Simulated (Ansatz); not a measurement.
Crystal: BaTiO3.

```
CELL_PARAMETERS angstrom
-3.99980 0.00000 0.00000
0.00000 0.00000 -4.01800
0.00000 -7.99960 0.00000
ATOMIC_POSITIONS crystal
Ba 0.00144 0.02304 0.50759
Ba 0.99856 0.97696 0.99241
Ti 0.48033 0.56319 0.23580
Ti 0.51967 0.47281 0.76420
O 0.49380 0.96597 0.25815
O 0.50620 0.00203 0.74185
O 0.50761 0.49933 0.50744
O 0.49239 0.47067 0.99256
O 0.01522 0.48841 0.27113
O 0.98478 0.48159 0.72887
```

```yaml
Program: Ansatz 0.2.0
Task: relaxation of cell and atoms
Functional: PBE
Potentials_or_basis: Ansatz PAW
Cutoff: "420 eV (not typed: the program's choice for these potentials)"
k_mesh: 7 × 7 × 4
Occupations: fermi-dirac, width 0.05 eV
Spin: no spin polarisation
Hubbard_terms: Ti d U = 5 eV
```

At the start: volume 12.86 Å³/atom.

Question: Where does the relaxation end?

Answer: It ends after 10 steps and the volume is 13.26 Å³/atom (+3.2 %); space group R3m (No. 160, to 0.05 Å).

Step by step:
| step | energy change (eV) | largest force (eV/Å) | volume (Å³) |
| --- | --- | --- | --- |
| 1 | 0.0000 | 7.2718 | 128.56 |
| 2 | -1.6037 | 2.6140 | 135.22 |
| 3 | -1.8572 | 0.0900 | 126.84 |
| 4 | -1.9192 | 0.0579 | 132.02 |
| 5 | -1.9234 | 0.0841 | 132.19 |
| 6 | -1.9327 | 0.0113 | 132.44 |
| 7 | -1.9328 | 0.0021 | 132.41 |
| 8 | -1.9480 | 0.0020 | 132.41 |
| 9 | -1.9473 | 0.0009 | 132.65 |
| 10 | -1.9482 | 0.0009 | 132.65 |

Final structure:
```yaml
crystal:
  lattice:
    - [-4.04697, -0.00424, -0.00455]
    - [-0.00457, -0.00450, -4.05042]
    - [-0.00848, -8.09236, -0.00896]
  atoms:
    - { symbol: Ba, position: [0.00580, 0.00055, 0.50286] }
    - { symbol: Ba, position: [0.00580, 0.00055, 0.00286] }
    - { symbol: Ti, position: [0.51420, 0.50934, 0.25702] }
    - { symbol: Ti, position: [0.51424, 0.50937, 0.75702] }
    - { symbol: O, position: [0.49555, 0.98279, 0.24779] }
    - { symbol: O, position: [0.49552, 0.98277, 0.74779] }
    - { symbol: O, position: [0.49544, 0.48965, 0.49457] }
    - { symbol: O, position: [0.49545, 0.48965, 0.99457] }
    - { symbol: O, position: [0.98901, 0.48968, 0.24776] }
    - { symbol: O, position: [0.98898, 0.48966, 0.74776] }
```

Caveat: the plane-wave basis is chosen anew once the cell has moved, so the energies of steps on either side of that aren't comparable; the pressure holds a Pulay correction of +0.5 GPa for the finite cutoff.
